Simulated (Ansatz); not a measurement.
CuAu: equation of state with HSE06

CuAu:

```
CELL_PARAMETERS angstrom
2.81075 0.00000 0.00000
0.00000 2.81075 0.00000
0.00000 0.00000 3.68500
ATOMIC_POSITIONS crystal
Au 0.00000 0.00000 0.00000
Cu 0.50000 0.50000 0.50000
```

```json
{
 "Program": "Ansatz 0.2.0",
 "Task": "equation of state",
 "Functional": "HSE06",
 "Potentials or basis": "Ansatz PAW",
 "Cutoff": "420 eV",
 "Density cutoff": "1680 eV",
 "k mesh": "6 × 6 × 4",
 "Occupations": "fermi-dirac, width 0.05 eV",
 "Spin": "no spin polarisation"
}
```

* Equilibrium volume: 14.83 Å³/atom
* Bulk modulus at fixed shape and positions: 136 GPa
* Pressure derivative of the bulk modulus: 5.5

Energy against volume, from the lowest point:
```csv
volume (Å³/atom),energy (meV/atom)
13.683,45.19
13.974,24.08
14.265,10.06
14.556,2.28
14.847,0.00
15.139,2.52
15.430,9.33
```

All runs of the series together: 2.4 min on 2 threads of AMD EPYC 7R13 Processor (Zen 3) (shared host).

Caveat: the k mesh is coarse (spacing up to 0.43 Å⁻¹), so the values aren't converged, least of all with exact exchange; the cell was scaled at fixed shape and fractional positions, which overstates the stiffness of a crystal with free parameters, most of all of layers and chains; the PAW data sets were made with another functional, which shifts forces and pressure a little. Spin-orbit coupling is left out, which matters for the levels of Au.
